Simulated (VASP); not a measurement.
TiO2, 6 atoms in the cell. The structure is tetragonal, space group P4_2/mnm (No. 136). Conventional cell: a = 4.646 Å, b = 4.646 Å, c = 2.966 Å, α = 90.00°, β = 90.00°, γ = 90.00°. Ti (site symmetry mmm) has 6 O at 1.96 to 2.00 Å as nearest neighbours. Around O (site symmetry m2m) lie 3 Ti at 1.96 to 2.00 Å. 

- Program: VASP 6.6.1
- Task: relaxation of cell and atoms
- Functional: PBE
- Potentials or basis: VASP PAW PBE potentials, release 64 (Ti_sv, O)
- Cutoff: 600 eV
- k mesh: 6 × 6 × 10
- Occupations: gaussian, width 0.03 eV
- Spin: no spin polarisation
- Further INCAR settings: ALGO = Normal; EDIFF = 1e-07; IBRION = 2; EDIFFG = -0.005; NSW = 90; ISIF = 3

Potentials or basis: VASP PAW PBE potentials, release 64 (Ti_sv, O).

Command:

```console
$ cat potpaw_PBE.64/Ti_sv/POTCAR potpaw_PBE.64/O/POTCAR > POTCAR
$ mpirun -np 2 vasp_std > vasp.out
```

Hardware: 2 MPI ranks on Intel(R) Xeon(R) Platinum 8488C (Sapphire Rapids), on a shared host.

Task: How long does it take, and how much memory?

Result: It took 58 s on 2 MPI ranks on Intel(R) Xeon(R) Platinum 8488C (Sapphire Rapids), with other jobs on the host, peak memory 0.23 GiB a rank. Counts: scf iterations 16, k points 60, ion steps 1.
